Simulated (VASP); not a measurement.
# TiSe2 (P-3m1) in VASP: settings compared, part 2 of 2

VASP 6.6.1. Earlier steps stand in the parts before.

**4. Phonons, LDA**

The COD entry that gives the cell may itself be a prediction, so a difference from it is no test against experiment.

This run uses another cell than the first one, of 19.82 Å³/atom, 0.966 times its volume.

POSCAR reads:

```
TiSe2
1.0
    3.4410030095     -0.0000000000      0.0000000000
   -1.7205015047      2.9799960207      0.0000000000
    0.0000000000      0.0000000000      5.7988601232
  Ti              Se
     1     2
Direct
     0.0000000000000000    0.0000000000000000    1.0000000000000000
     0.3333333332999970    0.6666666667000030    0.2655591425387225
     0.6666666667000030    0.3333333332999970    0.7344408574612775
```

INCAR.step1 reads:

```
ALGO = Normal
EDIFF = 1E-8
EDIFFG = -0.002
ENCUT = 600
IBRION = 2
ISIF = 3
ISMEAR = 1
KPAR = 2
LASPH = T
LCHARG = F
LREAL = F
LWAVE = F
NELM = 80
NSW = 40
PREC = Accurate
SIGMA = 0.2
```

INCAR.step2 reads:

```
ALGO = Normal
EDIFF = 1E-8
ENCUT = 600
IBRION = 6
ISIF = 2
ISMEAR = 1
KPAR = 2
LASPH = T
LCHARG = F
LREAL = F
LWAVE = F
NELM = 80
NFREE = 2
NSW = 1
POTIM = 0.015
PREC = Accurate
SIGMA = 0.2
```

KPOINTS reads:

```
k-points
0
Gamma
  18 18 10
```

Potentials or basis: VASP PAW LDA potentials, release 64 (Ti_sv, Se).

On the command line:

```
$ cat potpaw_LDA.64/Ti_sv/POTCAR potpaw_LDA.64/Se/POTCAR > POTCAR
$ cp INCAR.step1 INCAR
$ mpirun -np 2 vasp_std > vasp.out
$ cp CONTCAR POSCAR
$ cp INCAR.step2 INCAR
$ mpirun -np 2 vasp_std > vasp.out
```

OUTCAR:

```text
EDIFF = 1E-8
   ENCUT = 600
   IBRION = 6
   ISIF = 2
   ISMEAR = 1
   LASPH = T
   LREAL = F
   NELM = 80
   NFREE = 2
   NSW = 1
   POTIM = 0.015
   PREC = Accurate

 ion  position               nearest neighbor table
   1  0.000  0.000  0.000-   2 2.51   3 2.51   2 2.51   3 2.51   3 2.51   2 2.51
   2  0.333  0.667  0.265-   1 2.51   1 2.51   1 2.51
   3  0.667  0.333  0.735-   1 2.51   1 2.51   1 2.51

  LATTYP: Found a hexagonal cell.
 ALAT       =     3.4402650679
 C/A-ratio  =     1.6871557481

  Lattice vectors:

 A1 = (   3.4402650679,  -0.0000000000,   0.0000000000)
 A2 = (  -1.7201325339,   2.9793569445,   0.0000000000)
 A3 = (   0.0000000000,   0.0000000000,   5.8042629844)

Analysis of symmetry for initial positions (statically):
=====================================================================
 Subroutine PRICEL returns:
 Original cell was already a primitive cell.

 Routine SETGRP: Setting up the symmetry group for a
 hexagonal supercell.

 Subroutine GETGRP returns: Found 12 space group operations
 (whereof 12 operations were pure point group operations)
 out of a pool of 24 trial point group operations.

The static configuration has the point symmetry D_3d.

Analysis of symmetry for dynamics (positions and initial velocities):
=====================================================================
 Subroutine PRICEL returns:
 Original cell was already a primitive cell.

 Routine SETGRP: Setting up the symmetry group for a
 hexagonal supercell.

 Subroutine GETGRP returns: Found 12 space group operations
 (whereof 12 operations were pure point group operations)
 out of a pool of 24 trial point group operations.

[... 462 lines left out ...]
 cond. band min:       5.6797717929   @ k =   0.0556   0.0000   0.3000
 fundamental gap:      0.0038174043
 Fermi energy:         5.6790629238

 k-point     1 :       0.0000    0.0000    0.0000
  band No.  band energies     occupation
      1     -50.9980      2.00000
      2     -27.6436      2.00000
      3     -27.6113      2.00000
      4     -27.6113      2.00000
      5      -8.7050      2.00000
      6      -6.9824      2.00000
[... 433 lines left out ...]
      3     -27.6485      2.00000
      4     -27.6144      2.00000
      5      -6.9436      2.00000
      6      -6.6574      2.00000
[... 8 lines left out ...]
     15       7.6062     -0.00000
     16       8.9380     -0.00000

 [... further k-points ...]

------------------------ aborting loop because EDIFF is reached ----------------------------------------

  FORCE on cell =-STRESS in cart. coord.  units (eV):
  Direction    XX          YY          ZZ          XY          YZ          ZX
  --------------------------------------------------------------------------------------
  -------------------------------------------------------------------------------------
  Total        0.1268971      0.1268971      0.2221924      0.0000000     -0.0000000      0.0000000
  in kB        3.4174397      3.4174397      5.9838159      0.0000000     -0.0000000      0.0000000
  external PRESSURE =       4.2728984 kB  Pullay stress =       0.0000000 kB
[... 18 lines left out ...]
  FREE ENERGIE OF THE ION-ELECTRON SYSTEM (eV)
  ---------------------------------------------------
  free  energy   TOTEN  =       -20.3341370723 eV

  energy  without entropy=      -20.3341770776  energy(sigma->0) =      -20.33415041

 INTERNAL STRAIN TENSORS FROM DISPLACED ATOMS
 ============================================

 INTERNAL STRAIN TENSOR FOR ION    1 for displacements in x,y,z  (eV/Angst):
          X           Y           Z          XY          YZ          ZX
  --------------------------------------------------------------------------------
  x     0.00000     0.00000     0.00000     0.00000     0.00000     0.00000
  y     0.00000     0.00000     0.00000     0.00000     0.00000     0.00000
  z     0.00000     0.00000     0.00000     0.00000     0.00000     0.00000

 INTERNAL STRAIN TENSOR FOR ION    3 for displacements in x,y,z  (eV/Angst):
          X           Y           Z          XY          YZ          ZX
  --------------------------------------------------------------------------------
  x    -0.00000     0.00000     0.00000    -2.53090     0.00000     8.10164
  y    -2.53090     2.53090     0.00000     0.00000     8.10164     0.00000
  z     8.03504     8.03504    14.92689     0.00000     0.00000    -0.00000

 Eigenvectors and eigenvalues of the dynamical matrix
 ----------------------------------------------------

   1 f  =    9.452173 THz    59.389755 2PiTHz  315.290557 cm-1    39.091029 meV
             X         Y         Z           dx          dy          dz
      0.000000  0.000000  0.000000    -0.000000   -0.000000   -0.876077
     -0.000000  1.986238  1.540472    -0.000000   -0.000000    0.340947
      1.720133  0.993119  4.263791     0.000000    0.000000    0.340947
[... 43 lines left out ...]
   9 f/i=    0.001833 THz     0.011515 2PiTHz    0.061132 cm-1     0.007579 meV
             X         Y         Z           dx          dy          dz
      0.000000  0.000000  0.000000     0.000000    0.000000   -0.482171
     -0.000000  1.986238  1.540472     0.000000    0.000000   -0.619480
      1.720133  0.993119  4.263791     0.000000    0.000000   -0.619480

 ELASTIC MODULI CONTR FROM IONIC RELAXATION (kBar)
 Direction    XX          YY          ZZ          XY          YZ          ZX
 --------------------------------------------------------------------------------
 XX        -342.0351   -225.9501   -527.5797     -0.0000    185.7991      0.0000
 YY        -225.9501   -342.0351   -527.5797     -0.0000   -185.7991     -0.0000
 ZZ        -527.5797   -527.5797   -980.0972     -0.0000      0.0000      0.0000
 XY          -0.0000     -0.0000     -0.0000    -58.0425     -0.0000    185.7991
 YZ         185.7991   -185.7991      0.0000     -0.0000   -594.7590     -0.0000
 ZX           0.0000     -0.0000      0.0000    185.7991     -0.0000   -594.7590
 --------------------------------------------------------------------------------
```

Wall time 18 min (2 MPI ranks of Intel Xeon 6975P-C (Granite Rapids), shared host); peak memory 2.7 GiB.

Results:

* Relaxed volume: 19.83 Å³/atom
* Relaxed cell: a = 3.440 Å, b = 3.440 Å, c = 5.804 Å, α = 90.00°, β = 90.00°, γ = 120.00°
* Space group after relaxing (to 0.05 Å): P-3m1 (No. 164)
* Highest phonon frequency at Γ, LO-TO splitting left out: 315 cm⁻¹

Final structure:
```yaml
crystal:
  lattice:
    - [3.44027, 0.00000, 0.00000]
    - [-1.72013, 2.97936, 0.00000]
    - [0.00000, 0.00000, 5.80426]
  atoms:
    - { symbol: Ti, position: [0.00000, 0.00000, 0.00000] }
    - { symbol: Se, position: [0.33333, 0.66667, 0.26540] }
    - { symbol: Se, position: [0.66667, 0.33333, 0.73460] }
```

Phonon frequencies in cm⁻¹ (negative: imaginary):
| q point | frequencies |
| --- | --- |
| (0.000, 0.000, 0.000) | 0 0 0 143 143 175 175 205 315 |

**5. Band structure, PBE**

INCAR reads:

```
SYSTEM = TiSe2
ALGO = Normal
EDIFF = 1E-7
ENCUT = 520
GGA = PE
ISIF = 2
ISMEAR = 1
KPAR = 4
LASPH = .True.
LCHARG = .False.
LMAXMIX = 4
LREAL = .False.
LWAVE = .False.
NELM = 80
PREC = Accurate
SIGMA = 0.1
```

KPOINTS reads:

```
k-points
0
Gamma
  12 12 6
  0 0 0
```

POSCAR reads:

```
TiSe2                                   
1.0
    3.4835335887     -0.0000000000      0.0000000000
   -1.7417667943      3.0168285828     -0.0000000000
    0.0000000000      0.0000000000      5.8570485974
  Ti              Se            
     1     2
Direct
     0.0000000000000000    0.0000000000000000    0.0000000000000000
     0.3333333332999970    0.6666666667000030    0.2651999706857799
     0.6666666667000030    0.3333333332999970    0.7348000293142201
```

KPOINTS_OPT reads:

```
explicit points
258
Reciprocal
 0.0000000000  0.0000000000  0.0000000000 1
 0.0263157895  0.0000000000  0.0000000000 1
 0.0526315789  0.0000000000  0.0000000000 1
 0.0789473684  0.0000000000  0.0000000000 1
 0.1052631579  0.0000000000  0.0000000000 1
 0.1315789474  0.0000000000  0.0000000000 1
[... 250 lines left out ...]
 0.5000000000  0.0000000000  0.0334448200 1
 0.5000000000  0.0000000000 -0.0334448200 1
```

Potentials or basis: VASP PAW PBE potentials, release 64 (Ti_sv, Se).

On the command line:

```
$ cat potpaw_PBE.64/Ti_sv/POTCAR potpaw_PBE.64/Se/POTCAR > POTCAR
$ mpirun -np 4 vasp_std > vasp.out
```

It took 64 s on 4 MPI ranks of Intel Xeon 6975P-C (Granite Rapids), shared host; peak memory 0.3 GiB.

It converged, with:

```yaml
Free_energy: -18.1238 eV
Pressure: 3.6 GPa
Largest_force: 0.011 eV/Å
Band_gap_along_the_path: none (metal or under the smearing width)
```

Forces on the atoms (eV/Å):
```
Ti   0.000  0.000  0.000
Se   0.000  0.000 -0.011
Se   0.000  0.000  0.011
```

Stress tensor (GPa, compression positive):
```
3.54 0.00 0.00
0.00 3.54 0.00
0.00 0.00 3.68
```

Levels at the corners of the path, in eV from the Fermi level:
```csv
point,band 8,band 9,band 10,band 11,band 12,band 13,band 14,band 15,band 16
Γ,-2.25,-2.25,0.38,0.51,0.51,0.58,0.61,0.61,3.29
M,-3.86,-2.94,-2.86,-2.24,-1.42,0.05,1.47,1.89,3.22
M,-3.86,-2.94,-2.86,-2.24,-1.42,0.05,1.47,1.89,3.22
K,-4.12,-4.12,-2.68,-2.68,-2.40,1.24,1.75,1.75,2.61
K,-4.12,-4.12,-2.68,-2.68,-2.40,1.24,1.75,1.75,2.61
Γ,-2.25,-2.25,0.38,0.51,0.51,0.58,0.61,0.61,3.29
Γ,-2.25,-2.25,0.38,0.51,0.51,0.58,0.61,0.61,3.29
A,-2.89,-2.16,-2.16,0.29,0.29,0.49,0.49,1.28,3.75
A,-2.89,-2.16,-2.16,0.29,0.29,0.49,0.49,1.28,3.75
L,-4.86,-2.82,-2.55,-1.11,-0.85,-0.25,1.47,1.86,3.05
L,-4.86,-2.82,-2.55,-1.11,-0.85,-0.25,1.47,1.86,3.05
H,-4.48,-3.82,-3.41,-2.10,-2.10,1.25,1.26,1.26,3.61
H,-4.48,-3.82,-3.41,-2.10,-2.10,1.25,1.26,1.26,3.61
A,-2.89,-2.16,-2.16,0.29,0.29,0.49,0.49,1.28,3.75
L,-4.86,-2.82,-2.55,-1.11,-0.85,-0.25,1.47,1.86,3.05
M,-3.86,-2.94,-2.86,-2.24,-1.42,0.05,1.47,1.89,3.22
K,-4.12,-4.12,-2.68,-2.68,-2.40,1.24,1.75,1.75,2.61
H,-4.48,-3.82,-3.41,-2.10,-2.10,1.25,1.26,1.26,3.61
```

**6. Summary**

| task | level | potentials or basis | spin | cell | k mesh | cutoff (eV) | smearing | k mesh for the DOS | occupations for the DOS | by perturbation theory | pressure (GPa) | largest force (eV/Å) |
| --- | --- | --- | --- | --- | --- | --- | --- | --- | --- | --- | --- | --- |
| band structure | PBE | VASP PAW PBE potentials, release 64 (Ti_sv, Se) | SOC, no magnetisation | P-3m1, 20.52 Å³/atom | 12 × 12 × 6 | 520 | methfessel-paxton 0.1 eV | - | - | - | 3.6 | 0.01 |
| density of states | PBE | VASP PAW PBE potentials, release 64 (Ti_sv, Se) | off | P-3m1, 20.52 Å³/atom | 12 × 12 × 6 | 520 | methfessel-paxton 0.1 eV | 18 × 18 × 9 | tetrahedron | - | - | - |
| phonons | LDA | VASP PAW LDA potentials, release 64 (Ti_sv, Se) | off | relaxed | 18 × 18 × 10 | 600 | methfessel-paxton 0.2 eV | - | - | no | - | - |
| band structure | PBE | VASP PAW PBE potentials, release 64 (Ti_sv, Se) | off | P-3m1, 20.52 Å³/atom | 12 × 12 × 6 | 520 | methfessel-paxton 0.1 eV | - | - | - | 3.6 | 0.01 |

Absolute energies hang on the potentials; compare differences alone.
